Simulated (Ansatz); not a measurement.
Computed with Ansatz, DFT PBE, scalar-relativistic, plane waves, PAW. All cells share a 420 eV cutoff and Γ-centred k meshes spaced at most about 0.3 Å⁻¹ (about 0.25 or finer for metals, 2π included). No spin polarisation.

Temperature and zero-point effects are left out.

Problem. Which of these relaxed structures of TaC₂ is the lowest in energy?
1. Space group P6/mmm (No. 191), hexagonal, a = 3.239 Å, c = 3.041 Å. Ta has 12 C at 2.41 Å and 2 Ta at 3.04 Å; C has 3 C at 1.87 Å and 6 Ta at 2.41 Å.
2. Space group I4/mmm (No. 139), tetragonal, a = 3.171 Å, c = 5.909 Å. Ta is surrounded by 10 C at 2.26–2.35 Å; C has 1 C at 1.38 Å and 5 Ta at 2.26–2.35 Å.
3. Space group Fm-3m (No. 225), cubic, a = 5.155 Å. Around Ta lie 8 C at 2.23 Å; C is surrounded by 4 Ta at 2.23 Å and 6 C at 2.58 Å.

Solution. 2. The next of these, cell 3, lies 0.83 eV/atom higher. Forms: cell 2 CaC2 type, I4/mmm; cell 3 fluorite type, Fm-3m; cell 1 AlB2 type, P6/mmm. Counting C atoms around Ta (those within 1.25 times the shortest such distance or 1.15 times the sum of covalent radii): cell 2 has Ta 10; cell 3 has Ta 8; cell 1 has Ta 12. Cell 2 holds C–C pairs (shortest 1.38 Å) (bonds between like non-metal atoms; other contacts aren't counted). All come from invented guesses. Shaken at random and relaxed again, cell 2 came back. Even the lowest of the cells shown lies +0.54 eV/atom against the elements.

The k mesh leaves some 4 meV/atom of noise in the energy of each metallic cell. These runs have no spin–orbit coupling, which can matter for Ta. Cells without such a test can be saddle points. Some types were kept out of the candidates beforehand, so the set may lack a known form.
